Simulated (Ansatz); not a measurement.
# Ni (Im-3m) in Ansatz: notebook

One crystal, Ni, is run at these levels: PBEsol; tasks: single point, equation of state.

Everything below comes from runs of Ansatz 0.2.0. Logs are shortened: lines on timing, memory, paths and dates and some standing lists are left out, and cuts for length are marked.

## Step 1: Starting point

Symmetry: Im-3m, No. 229, cubic system. The conventional cell has a = 2.767 Å, b = 2.767 Å, c = 2.767 Å, α = 90.00°, β = 90.00°, γ = 90.00°. Ni (site symmetry m-3m) is surrounded by 8 Ni at 2.40 Å.

This isn't the form of Ni at room conditions, which is fcc.

## Step 2: Single point, PBEsol, collinear spin, ferromagnetic start, 9.96 Å³/atom (volume scaled by 0.94)

Contents of input.yaml:

```yaml
crystal:
  lattice:
    - [-1.3554684528, 1.3554684528, 1.3554684528]
    - [1.3554684528, -1.3554684528, 1.3554684528]
    - [1.3554684528, 1.3554684528, -1.3554684528]
  atoms:
    - { symbol: Ni, position: [0.0, 0.0, 0.0], spin: 1.0 }
hamiltonian:
  xc: pbesol
  pseudopotentials: { kind: paw }
magnetization:
  spin_polarized: true
kpoints:
  mp_grid: { grid: [13, 13, 13] }
scf:
  occupations: { method: fermi_dirac, width: 0.05 }
output:
  forces: true
  stress: true
  eigenvalues: true
```

Potentials or basis: Ansatz PAW.

Started as:

```bash
> ansatz run input.yaml --threads 2 --pin off --max-ram 5632MiB --backend cpu --events-out ev --progress --plain --runs-dir out
```

Standard output:

```text
Warning: RAYON_NUM_THREADS=2 ignored (pool sized by the plan → 2); use --threads N
Engine: ansatz 0.2.0, x86_64-unknown-linux-gnu
Pseudopotentials: kind: paw
Pseudopotential: Ni, paw, valence charge 18, recommended cutoff 420 eV (normal), Ni.paw.azcp
Functional definition: PBEsol
  exchange = pbesol_x
  correlation = pbesol_c
Crystal: 1 atoms, lattice volume = 9.962 Å³
Basis set: ecut = 420 eV, 201 PW (Γ), exchange–correlation on 32×32×32 points (8 copies of the dense FFT grid, shifted against one another)
Bands: 14, of which v1, the nominal top of the filled ones, is band 9 counted from 1 (8 counted from 0)
Symmetry: 48 space group operations
Space group: Im-3m (ITA 229), of the structure as read, at distance tolerance 2.2e-5 Å
Magnetic group: BNS 229.140 (UNI 1642), of the structure as read, at distance tolerance 2.2e-5 Å
k-points: 84 of 2197
Non-local potential: Ni, projectors of the file, l = 0: 3, l = 1: 2, l = 2: 3, l = 3: 1
PAW form: soft (Blöchl's): semilocal exchange-correlation on the pseudo side does not see the compensation charge
PAW frozen core: Ni, regenerated for the run's functional, and the local potential with it (the file was generated under x = pbe(κ = 0.804, μ = 0.2195149727645171), c = pbe(β = 0.06672455060314922))
PAW one-centre angular grid: Ni, 590 points (default); XC on 64 Gauss nodes
Initial density: superposition of atomic densities (chi_scale 0.1, normalization cell)
Starting moments: Σ|m| = 1 μB on 1 of 1 site
Initial wavefunctions: pseudopotential atomic-orbital guess
Functional: x = pbesol(κ = 0.804, μ = 0.12345679012345678), c = pbesol(β = 0.046)
SCF iter   1: F=—  HF=-5804.052891 eV  |F-HF|=—  |Δ(HF+E_count)|=         —  Δρ=9.70e-2 (↑9.70e-2 ↓4.76e-2)  dr2=1.16e0  dr2_m=8.33e-2  M=0.690 μB ∫|m|=0.717 μB  β_m=0.30  ethr=3.10e-3  ⟨swp⟩=5.6  Hψ=12250  notcnv=0
Mixer restart at iter 1: flushing history
preconditioner: auto → none  [metal: Δε(μ)=0.021 eV  Ē_g=16.974 eV  σ=0.050 eV  W_gap=0.11  n_scr=0 (ndim 8)  ℏωp=37.2 eV  f_vac=0.000  D(μ)=2.55/eV (n_scr^D=54)]
SCF iter   2: F=—  HF=-5803.796910 eV  |F-HF|=—  |Δ(HF+E_count)|=   2.56e-1  Δρ=6.75e-2 (↑2.64e-2 ↓6.75e-2)  dr2=3.63e-1  dr2_m=6.01e-2  M=0.649 μB ∫|m|=0.684 μB  β_m=0.25  ethr=3.10e-3  ⟨swp⟩=3.2  Hψ=5596  notcnv=0  defer=70
SCF iter   3: F=—  HF=-5804.025907 eV  |F-HF|=—  |Δ(HF+E_count)|=   2.29e-1  Δρ=3.51e-2 (↑1.46e-2 ↓3.51e-2)  dr2=2.55e-2  dr2_m=4.94e-2  M=0.642 μB ∫|m|=0.678 μB  β_m=0.30  ethr=2.01e-3  ⟨swp⟩=2.7  Hψ=4047  notcnv=0  defer=70
SCF iter   4: F=—  HF=-5804.546515 eV  |F-HF|=—  |Δ(HF+E_count)|=   5.21e-1  Δρ=2.15e-2 (↑8.43e-3 ↓2.15e-2)  dr2=1.07e-2  dr2_m=1.80e-2  M=0.616 μB ∫|m|=0.657 μB  β_m=0.58  ethr=1.42e-4  ⟨swp⟩=3.1  Hψ=4825  notcnv=0  defer=78
SCF iter   5: F=—  HF=-5804.853152 eV  |F-HF|=—  |Δ(HF+E_count)|=   3.07e-1  Δρ=7.87e-3 (↑5.22e-3 ↓7.87e-3)  dr2=5.29e-4  dr2_m=3.89e-3  M=0.543 μB ∫|m|=0.591 μB  β_m=0.60  ethr=5.94e-5  ⟨swp⟩=2.7  Hψ=5795  notcnv=0  defer=80
SCF iter   6: F=—  HF=-5804.847696 eV  |F-HF|=—  |Δ(HF+E_count)|=   5.46e-3  Δρ=8.39e-3 (↑8.39e-3 ↓1.61e-3)  dr2=2.71e-3  dr2_m=2.13e-3  M=0.514 μB ∫|m|=0.562 μB  β_m=0.60  ethr=2.94e-6  ⟨swp⟩=2.1  Hψ=4927  notcnv=0  defer=86
SCF iter   7: F=—  HF=-5804.852910 eV  |F-HF|=—  |Δ(HF+E_count)|=   5.21e-3  Δρ=3.43e-3 (↑1.67e-3 ↓3.43e-3)  dr2=1.33e-3  dr2_m=1.28e-4  M=0.498 μB ∫|m|=0.542 μB  β_m=0.66  ethr=2.94e-6  ⟨swp⟩=2.3  Hψ=3898  notcnv=0  defer=83
SCF iter   8: F=—  HF=-5804.853598 eV  |F-HF|=—  |Δ(HF+E_count)|=   6.88e-4  Δρ=1.17e-3 (↑1.17e-3 ↓8.55e-4)  dr2=6.13e-6  dr2_m=9.33e-5  M=0.515 μB ∫|m|=0.558 μB  β_m=0.83  ethr=2.94e-6  ⟨swp⟩=2.3  Hψ=4105  notcnv=0  defer=81
SCF iter   9: F=—  HF=-5804.853598 eV  |F-HF|=—  |Δ(HF+E_count)|=   5.21e-7  Δρ=5.60e-4 (↑1.07e-4 ↓5.60e-4)  dr2=2.27e-5  dr2_m=5.78e-6  M=0.521 μB ∫|m|=0.564 μB  β_m=0.86  ethr=3.40e-8  ⟨swp⟩=2.2  Hψ=3773  notcnv=0  defer=79
SCF iter  10: F=—  HF=-5804.853604 eV  |F-HF|=—  |Δ(HF+E_count)|=   5.80e-6  Δρ=8.55e-5 (↑8.55e-5 ↓4.78e-5)  dr2=9.32e-8  dr2_m=4.01e-7  M=0.518 μB ∫|m|=0.562 μB  β_m=0.93  ethr=3.40e-8  ⟨swp⟩=2.2  Hψ=3533  notcnv=0  defer=80
SCF iter  11: F=—  HF=-5804.853604 eV  |F-HF|=—  |Δ(HF+E_count)|=   2.17e-8  Δρ=3.17e-5 (↑3.17e-5 ↓6.15e-6)  dr2=4.31e-8  dr2_m=3.03e-8  M=0.518 μB ∫|m|=0.562 μB  β_m=0.95  ethr=5.18e-10  ⟨swp⟩=1.8  Hψ=2879  notcnv=0  defer=80
SCF iter  12: F=—  HF=-5804.853604 eV  |F-HF|=—  |Δ(HF+E_count)|=   4.16e-9  Δρ=1.37e-5 (↑1.37e-5 ↓8.76e-6)  dr2=1.51e-9  dr2_m=1.14e-8  M=0.518 μB ∫|m|=0.562 μB  β_m=0.98  ethr=2.39e-10  ⟨swp⟩=1.6  Hψ=2614  notcnv=0  defer=80
SCF iter  13: F=-5804.853604 eV  HF=-5804.853604 eV  |F-HF|=1.24e-10  |Δ(HF+E_count)|=  8.02e-10  Δρ=1.35e-6 (↑3.54e-7 ↓1.35e-6)  dr2=1.65e-10  dr2_m=2.55e-11  M=0.518 μB ∫|m|=0.562 μB  ethr=8.41e-12  ⟨swp⟩=3.6  Hψ=7815  notcnv=0
SCF 1 converged in 13 iterations: F = -5804.853604 eV  dr2 = 1.65e-10
SCF converged after 13 iterations
Magnetization: 0.5182 μB (9.2591 up, 8.7409 down)
Absolute magnetization: 0.5623 μB (∫|ρ↑−ρ↓|, with the PAW one-centre terms)
Spin contamination: 0.0034 ħ² per cell (⟨S²⟩ above its minimum at these occupations)
Per-site moments (μB) at R_I (Å): [(0.5387152802479857, 0.9684428441763804)]
Free energy (F): -5804.853604 eV
Harris-Foulkes:  -5804.853604 eV  (|F-HF|=1.24e-10)
Internal energy: -5804.838323 eV  (E = F + TS)
E sigma→0 (E₀):  -5804.845964 eV
Entropy (-TS):   -0.015281 eV (-15.281 meV/atom)
Fermi energy:    19.912602 eV
--- Per-component energies (eV) ---
  E_band       = -250.875363
  E_kinetic    = 284.415772
  E_local      = -3290.317501  (includes V_loc(G=0)·N_el)
  E_nonlocal   = 636.413525
  E_hartree    = 1375.742976
  E_xc         = -85.294144
  E_vxc        = -110.414681  (∫ρ·V_xc dr)
  E_paw        = -1594.461353  (= ΣΔE_a)
  E_vpaw       = -522.459865  (= ΣTr[D̂ρ^β])
  E_aug_tail   = 0.000473  (compensation charges beyond the density's cutoff)
  E_ewald      = -3131.535361
  E_core_change = 0.197289  (= ΣΔE_core)
  E_smearing   = -0.015281  (= −TS)
  E_closure    = 0.000000  (closes the sum)
  Σ components = -5804.853604   (vs F -5804.853604, Δ=0.00e0)
--- Forces (eV/Å), atoms counted from 1 ---
  atom   1  Ni     0.00000000    -0.00000000    -0.00000000
  max |Σ_I F_I| component: 1.07e-31 eV/Å
--- Stress (GPa, compression-positive) ---
       12.428876       0.000000      -0.000000
        0.000000      12.428876       0.000000
        0.000000       0.000000      12.428876
  P = ⅓ Tr σ = 12.4289 GPa (124.289 kbar)
--- Band table (eV; the first three rows and the last of 168) ---
  k-point 0 ↑: bands = ["-83.2752", "-43.6290", "-43.6290", "-43.6290", "10.2878", "17.4202", "17.4202", "17.4202", "19.0179", "19.0179", "47.0118", "47.0118", "47.0118", "52.3174"]
  k-point 1 ↑: bands = ["-83.2720", "-43.6472", "-43.6352", "-43.6289", "10.5492", "17.3554", "17.4142", "17.5478", "18.9529", "19.0232", "45.1942", "46.5621", "46.7340", "51.3532"]
  k-point 2 ↑: bands = ["-83.2633", "-43.6975", "-43.6523", "-43.6287", "11.3074", "17.1785", "17.3736", "17.9118", "18.8238", "19.0411", "41.5371", "45.0836", "46.1505", "48.5225"]
  k-point 83 ↓: bands = ["-82.5144", "-43.2129", "-43.2099", "-43.2099", "15.5456", "15.5573", "20.3373", "20.3373", "20.4102", "29.2842", "30.4677", "30.4677", "36.5670", "37.2136"]
```

Wall time 11 s (2 threads of Intel Xeon at 2.50GHz (Skylake/Cascade Lake), shared host); peak memory 0.31 GiB.

Results:

* Free energy: -5804.8536 eV
* Pressure: 12.4 GPa
* Band gap on the k mesh: none (metal or under the smearing width)
* Net moment: 0.52 μB per cell
* Absolute moment: 0.56 μB per cell
* Site moments: Ni +0.54 μB

Caveat: the PAW data sets come from PBE, with cores solved anew for the run's functional, which leaves a small shift of forces and pressure.

## Step 3: Single point, PBEsol, collinear spin, ferromagnetic start, 10.17 Å³/atom (volume scaled by 0.96)

input.yaml: that of step 2 with these lines changed.

```diff
@@ -2,5 +2,5 @@
   lattice:
-    - [-1.3554684528, 1.3554684528, 1.3554684528]
-    - [1.3554684528, -1.3554684528, 1.3554684528]
-    - [1.3554684528, 1.3554684528, -1.3554684528]
+    - [-1.3650143198, 1.3650143198, 1.3650143198]
+    - [1.3650143198, -1.3650143198, 1.3650143198]
+    - [1.3650143198, 1.3650143198, -1.3650143198]
   atoms:
```

Potentials or basis: Ansatz PAW.

Started as:

```bash
> ansatz run input.yaml --threads 2 --pin off --max-ram 5632MiB --backend cpu --events-out ev --progress --plain --runs-dir out
```

It took 12 s on 2 threads of Intel Xeon at 2.50GHz (Skylake/Cascade Lake), shared host; peak memory 0.31 GiB.

It converged, with:

```
Free energy            : -5804.8664 eV
Pressure               : 7.0 GPa
Band gap on the k mesh : none (metal or under the smearing width)
Net moment             : 0.56 μB per cell
Absolute moment        : 0.60 μB per cell
Site moments           : Ni +0.58 μB
```

Caveat: the PAW data sets come from PBE, with cores solved anew for the run's functional, which leaves a small shift of forces and pressure.

## Step 4: Single point, PBEsol, collinear spin, ferromagnetic start, 10.39 Å³/atom (volume scaled by 0.98)

input.yaml: that of step 3 with these lines changed.

```diff
@@ -2,5 +2,5 @@
   lattice:
-    - [-1.3650143198, 1.3650143198, 1.3650143198]
-    - [1.3650143198, -1.3650143198, 1.3650143198]
-    - [1.3650143198, 1.3650143198, -1.3650143198]
+    - [-1.3744285092, 1.3744285092, 1.3744285092]
+    - [1.3744285092, -1.3744285092, 1.3744285092]
+    - [1.3744285092, 1.3744285092, -1.3744285092]
   atoms:
```

Started as:

```bash
> ansatz run input.yaml --threads 2 --pin off --max-ram 5632MiB --backend cpu --events-out ev --progress --plain --runs-dir out
```

Wall time 10 s (2 threads of Intel Xeon at 2.50GHz (Skylake/Cascade Lake), shared host); peak memory 0.31 GiB.

It converged, with:

```
Free energy            : -5804.8722 eV
Pressure               : 2.0 GPa
Band gap on the k mesh : none (metal or under the smearing width)
Net moment             : 0.58 μB per cell
Absolute moment        : 0.63 μB per cell
Site moments           : Ni +0.60 μB
```

Caveat: the PAW data sets come from PBE, with cores solved anew for the run's functional, which leaves a small shift of forces and pressure.

## Step 5: Single point, PBEsol, collinear spin, ferromagnetic start, 10.60 Å³/atom

input.yaml: that of step 4 with these lines changed.

```diff
@@ -2,5 +2,5 @@
   lattice:
-    - [-1.3744285092, 1.3744285092, 1.3744285092]
-    - [1.3744285092, -1.3744285092, 1.3744285092]
-    - [1.3744285092, 1.3744285092, -1.3744285092]
+    - [-1.38371547, 1.38371547, 1.38371547]
+    - [1.38371547, -1.38371547, 1.38371547]
+    - [1.38371547, 1.38371547, -1.38371547]
   atoms:
```

Started as:

```bash
> ansatz run input.yaml --threads 2 --pin off --max-ram 5632MiB --backend cpu --events-out ev --progress --plain --runs-dir out
```

Wall time 10 s (2 threads of Intel Xeon at 2.50GHz (Skylake/Cascade Lake), shared host); peak memory 0.31 GiB.

It converged, with:

```yaml
Free_energy: -5804.8719 eV
Pressure: -2.4 GPa
Band_gap_on_the_k_mesh: none (metal or under the smearing width)
Net_moment: 0.59 μB per cell
Absolute_moment: 0.65 μB per cell
Site_moments: Ni +0.62 μB
```

Caveat: the PAW data sets come from PBE, with cores solved anew for the run's functional, which leaves a small shift of forces and pressure.

## Step 6: Single point, PBEsol, collinear spin, ferromagnetic start, 10.81 Å³/atom (volume scaled by 1.02)

input.yaml: that of step 5 with these lines changed.

```diff
@@ -2,5 +2,5 @@
   lattice:
-    - [-1.38371547, 1.38371547, 1.38371547]
-    - [1.38371547, -1.38371547, 1.38371547]
-    - [1.38371547, 1.38371547, -1.38371547]
+    - [-1.3928794157, 1.3928794157, 1.3928794157]
+    - [1.3928794157, -1.3928794157, 1.3928794157]
+    - [1.3928794157, 1.3928794157, -1.3928794157]
   atoms:
```

Potentials or basis: Ansatz PAW.

Started as:

```bash
> ansatz run input.yaml --threads 2 --pin off --max-ram 5632MiB --backend cpu --events-out ev --progress --plain --runs-dir out
```

Run time: 8.3 s. Hardware: 2 threads of Intel Xeon at 2.50GHz (Skylake/Cascade Lake), shared host; peak memory 0.31 GiB.

The run converged. Its results:

* Free energy: -5804.8660 eV
* Pressure: -6.4 GPa
* Band gap on the k mesh: none (metal or under the smearing width)
* Net moment: 0.60 μB per cell
* Absolute moment: 0.66 μB per cell
* Site moments: Ni +0.63 μB

Caveat: the PAW data sets come from PBE, with cores solved anew for the run's functional, which leaves a small shift of forces and pressure.

## Step 7: Single point, PBEsol, collinear spin, ferromagnetic start, 11.02 Å³/atom (volume scaled by 1.04)

input.yaml: that of step 6 with these lines changed.

```diff
@@ -2,5 +2,5 @@
   lattice:
-    - [-1.3928794157, 1.3928794157, 1.3928794157]
-    - [1.3928794157, -1.3928794157, 1.3928794157]
-    - [1.3928794157, 1.3928794157, -1.3928794157]
+    - [-1.4019243406, 1.4019243406, 1.4019243406]
+    - [1.4019243406, -1.4019243406, 1.4019243406]
+    - [1.4019243406, 1.4019243406, -1.4019243406]
   atoms:
```

Started as:

```bash
> ansatz run input.yaml --threads 2 --pin off --max-ram 5632MiB --backend cpu --events-out ev --progress --plain --runs-dir out
```

It took 8.9 s on 2 threads of Intel Xeon at 2.50GHz (Skylake/Cascade Lake), shared host; peak memory 0.31 GiB.

The run converged. Its results:

```yaml
Free_energy: -5804.8552 eV
Pressure: -9.9 GPa
Band_gap_on_the_k_mesh: none (metal or under the smearing width)
Net_moment: 0.61 μB per cell
Absolute_moment: 0.67 μB per cell
Site_moments: Ni +0.64 μB
```

Caveat: the PAW data sets come from PBE, with cores solved anew for the run's functional, which leaves a small shift of forces and pressure.

## Step 8: Single point, PBEsol, collinear spin, ferromagnetic start, 11.23 Å³/atom (volume scaled by 1.06)

input.yaml: that of step 7 with these lines changed.

```diff
@@ -2,5 +2,5 @@
   lattice:
-    - [-1.4019243406, 1.4019243406, 1.4019243406]
-    - [1.4019243406, -1.4019243406, 1.4019243406]
-    - [1.4019243406, 1.4019243406, -1.4019243406]
+    - [-1.4108540358, 1.4108540358, 1.4108540358]
+    - [1.4108540358, -1.4108540358, 1.4108540358]
+    - [1.4108540358, 1.4108540358, -1.4108540358]
   atoms:
```

Started as:

```bash
> ansatz run input.yaml --threads 2 --pin off --max-ram 5632MiB --backend cpu --events-out ev --progress --plain --runs-dir out
```

Run time: 9 s. Hardware: 2 threads of Intel Xeon at 2.50GHz (Skylake/Cascade Lake), shared host; peak memory 0.31 GiB.

The run converged. Its results:

```
Free energy            : -5804.8399 eV
Pressure               : -13.0 GPa
Band gap on the k mesh : none (metal or under the smearing width)
Net moment             : 0.62 μB per cell
Absolute moment        : 0.68 μB per cell
Site moments           : Ni +0.65 μB
```

Caveat: the PAW data sets come from PBE, with cores solved anew for the run's functional, which leaves a small shift of forces and pressure.

## Step 9: Equation of state, PBEsol, collinear spin, ferromagnetic start

Potentials or basis: Ansatz PAW.

This step only gathers the single runs of the series.

Results:

```yaml
Equilibrium_volume: 10.48 Å³/atom
Bulk_modulus: 220 GPa
Pressure_derivative_of_the_bulk_modulus: 4.6
```

Energy against volume, from the lowest point:
```csv
volume (Å³/atom),energy (meV/atom)
9.962,18.63
10.174,5.86
10.385,0.00
10.597,0.34
10.809,6.23
11.021,17.07
11.233,32.29
```
